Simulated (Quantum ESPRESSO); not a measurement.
Crystal: Sn.

```
CELL_PARAMETERS angstrom
0.00000 3.23334 3.23334
3.23334 0.00000 3.23334
3.23334 3.23334 0.00000
ATOMIC_POSITIONS crystal
Sn 0.75000 0.75000 0.75000
Sn 0.50000 0.50000 0.50000
```

This isn't the form of Sn at room conditions, which is tetragonal (white tin).

* Program: Quantum ESPRESSO 7.5
* Task: phonons
* Functional: LDA
* Potentials or basis: PseudoDojo 0.4.1 SR LDA standard
* Cutoff: 980 eV
* Density cutoff: 3918 eV
* k mesh: 7 × 7 × 7
* Occupations: cold, width 0.2 eV
* Spin: no spin polarisation
* Form of the LDA correlation: PW92
* Mixing beta: 0.5
* Most SCF iterations: 120
* SCF threshold: 4e-10 Ry

Q: Which optical modes does the crystal have at the zone centre, and which show in infrared and Raman spectra?

A: The optical modes are T2g. None is infrared active. Raman active: T2g.

Optical modes at Γ, degenerate ones joined:
```csv
cm⁻¹,components,symmetry,active in
180,3,T2g,Raman
```
